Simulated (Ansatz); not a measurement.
# Fe2Ge under changes of volume

One of the cells (13.144 Å³/atom); the others are scaled copies at fixed shape and fractional positions:

```
Ge Fe
1.0
     4.16363    0.00000    0.00000
    -2.08182    3.60581    0.00000
     0.00000    0.00000    2.62647
Ge Fe
1 2
Direct
  0.00000 0.00000 0.00000
  0.33333 0.66667 0.50000
  0.66667 0.33333 0.50000
```

The cell comes from a database or a generator and needn't be the stable form of this composition.

| Quantity | Value |
| --- | --- |
| Program | Ansatz 0.2.0 |
| Functional | LDA |
| Potentials or basis | Ansatz PAW |
| Cutoff | 420 eV (not typed: the program's choice for these potentials) |
| k mesh | 7 × 7 × 10 |
| Occupations | fermi-dirac, width 0.05 eV |
| Spin | collinear spin, ferromagnetic start |
| Starting moments | [0.0, 3.0, 3.0] μB |

```csv
volume (Å³/atom),energy over the lowest point (meV/atom),pressure (GPa),moment (μB per cell)
12.355,0.00,-9.3,4.09
12.618,16.56,-11.1,4.35
12.881,?,?,?
13.144,57.10,-13.9,4.80
13.407,80.82,-15.5,4.91
13.670,107.52,-17.0,5.01
13.933,136.45,-18.2,5.12
```

Problem. What does the run at 12.881 Å³/atom give?

Solution. Energy over the lowest point 35.95 meV/atom; pressure -12.6 GPa; moment 4.59 μB per cell.

Worked out: A Birch-Murnaghan fit of order 3 (a polynomial in V^(-2/3)) to the other rows has no minimum within the range. It gives 35.57 meV/atom at 12.881 Å³/atom, against the run's 35.95, and -dE/dV = -12.3 GPa, against -12.6. A parabola through the other rows of the moment, of slope 0.791 μB per Å³/atom there, gives 4.58 μB, against the run's 4.59.

Energies are extrapolated to zero smearing.

Caveats: the PAW data sets come from PBE, with cores solved anew for the run's functional, which leaves a small shift of forces and pressure.
